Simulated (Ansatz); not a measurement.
AlN: pressure against volume, fitted

```
CELL_PARAMETERS angstrom
0.00000 1.97800 1.97800
1.97800 0.00000 1.97800
1.97800 1.97800 0.00000
ATOMIC_POSITIONS crystal
Al 0.00000 0.00000 0.00000
N 0.50000 0.50000 0.50000
```

Atom numbers follow the list: Al1, N2.

The conventional cell has a = 3.956 Å, b = 3.956 Å, c = 3.956 Å, α = 90.00°, β = 90.00°, γ = 90.00°. Al (atom 1) has 6 N at 1.98 Å as nearest neighbours. N (atom 2) has 6 Al at 1.98 Å as nearest neighbours.

The geometry is COD entry 1523095, unchecked; take it as a test cell.

Computed with DFT, LDA, all-electron LAPW, scalar-relativistic in Ansatz 0.2.0.

Settings: a Γ-centred 10×10×10 k mesh, Fermi–Dirac smearing of 0.02 eV, basis error target 1 meV/atom, no spin polarisation.

The cell is scaled evenly. Fractional coordinates are held (clamped ions).

```tsv
V (Å³/atom)	P (GPa)
7.275	34.99
7.429	26.74
7.545	21.06
7.584	19.26
7.662	15.77
7.739	12.45
7.816	9.29
7.894	6.27
7.932	4.82
8.048	0.66
8.126	-1.96
8.203	-4.45
```

**Question.** Fit a third-order Birch–Murnaghan curve to the pressures.

**Answer.** P = (3B0/2)(y^(7/2) − y^(5/2))[1 + (3/4)(B0′ − 4)(y − 1)] with y = (V0/V)^(2/3) fits within 0.01 GPa for V0 = 8.068 Å³/atom, B0 = 275.9 GPa and B0′ = 3.93.

**Question.** Predict the pressure at the withheld volume, 7.352 Å³/atom.

**Answer.** There y = 1.0639, so the fit gives 30.77 GPa; the run gave 30.77 GPa.
